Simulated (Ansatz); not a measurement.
A trial cell of HfC, before relaxation:

```yaml
crystal:
  lattice:
    - [3.64321, -3.64321, 0.00000]
    - [3.64321, 3.64321, 0.00000]
    - [0.00000, 0.00000, 5.15227]
  atoms:
    - { symbol: Hf, position: [0.50000, 0.50000, 0.00000] }
    - { symbol: Hf, position: [0.00000, 0.00000, 0.00000] }
    - { symbol: C, position: [0.75000, 0.25000, 0.75000] }
    - { symbol: C, position: [0.25000, 0.75000, 0.25000] }
```

The calculation used DFT PBE, scalar-relativistic, plane waves, PAW (Ansatz). Cutoff 420 eV, Gaussian smearing, Γ-centred meshes. Cell and atoms relax first on a coarse mesh and then on a finer one. In between, the cell is made exact in the group found at 0.06 Å. In metals the finer mesh still leaves noise of several meV/atom or more. The steps can't lower the symmetry of their start. No spin polarisation.

A guess keeps its type if space group and coordination stay and the shape of the cell changes little (axis ratios within about 15 %, angles within 6°); the volume may change.

Question: Does this structure survive the relaxation?

Answer: It doesn't keep its type. The symmetry goes from Cmme (No. 67) to P4/mmm (No. 123), and the primitive cell from 4 to 2 atoms. The volume per atom shrinks by 43.3 %, from 34.2 to 19.4 Å³. The shortest distance goes from 2.23 Å (Hf–C) to 2.22 Å (Hf–C). Counting neighbours within 15 % of an atom's shortest distance, the start has C 2, Hf 2 and the end C 4, Hf 4. In detail, at the end around Hf lie 4 C at 2.22 Å and 4 Hf at 3.15 Å; C has 4 Hf at 2.22 Å.

```cif
data_structure
_symmetry_space_group_name_H-M 'P 1'
_symmetry_Int_Tables_number 1
_cell_length_a 3.1464
_cell_length_b 3.1464
_cell_length_c 3.9181
_cell_angle_alpha 90.000
_cell_angle_beta 90.000
_cell_angle_gamma 90.000
_cell_volume 38.79
loop_
_atom_site_label
_atom_site_type_symbol
_atom_site_fract_x
_atom_site_fract_y
_atom_site_fract_z
_atom_site_occupancy
Hf1 Hf 0.00000 0.00000 0.00000 1
C1 C 0.50000 0.50000 0.00000 1
```

Energies over the elements count from the elements' standard structures at the same level, with no fitted energy shifts.

Question: At what energy does it end?

Answer: +0.42 eV/atom. The separate elements lie lower, so it is unstable against them.

The last run used an 18×18×14 mesh (in the run's order of axes) for its 2-atom cell and Gaussian smearing of 0.10 eV. These runs have no spin–orbit coupling, which can matter for Hf. The reference form of C is held partly by dispersion forces, which this level lacks. Symmetry constrained the relaxation, so the result can be a saddle point.
